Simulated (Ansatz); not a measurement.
**Structures of RbBr3: which is lowest?**

Plane-wave DFT in Ansatz with scalar-relativistic PAW potentials, cutoff 420 eV, Γ-centred meshes chosen by cell and gap, Gaussian smearing with energies taken to zero width. Every cell was relaxed (cell and atoms) in a run of its own, within the symmetry of its start. Functional: PBE.

Relaxed structures (starts from databases or built by putting these elements on another compound's sites):
A. Pm-3m, 4 atoms in the computed cell, a = 6.803 Å; sites (symmetry × multiplicity) Rb m-3m × 1, Br 4/mm.m × 3; start: built
B. P6_3/mmc, 8 atoms in the computed cell, a = 6.602 Å, c = 7.698 Å; sites (symmetry × multiplicity) Rb -6m2 × 2, Br mm2 × 6; start: built
C. Pm-3n, 8 atoms in the computed cell, a = 6.301 Å; sites (symmetry × multiplicity) Rb m-3. × 2, Br -4m.2 × 6; start: built

Question: Rank them by energy. Could pressure change the order?

Answer:
| structure | group | E − E(lowest) (meV/atom) | V (Å³/atom) | gap on mesh (eV) |
| --- | --- | --- | --- | --- |
| C | Pm-3n | 0.0 | 31.27 | 0.00 |
| B | P6_3/mmc | 59 | 36.32 | 0.00 |
| A | Pm-3m | 461 | 78.72 | 0.00 |

C is lowest, 59 meV/atom under B. The lowest is also the densest of these, so pressure wouldn't bring one of the others in at first order. Other structures may lie lower than all of these, and vibrations aren't counted.

Spin polarisation was left out, and a magnetic state may lie lower.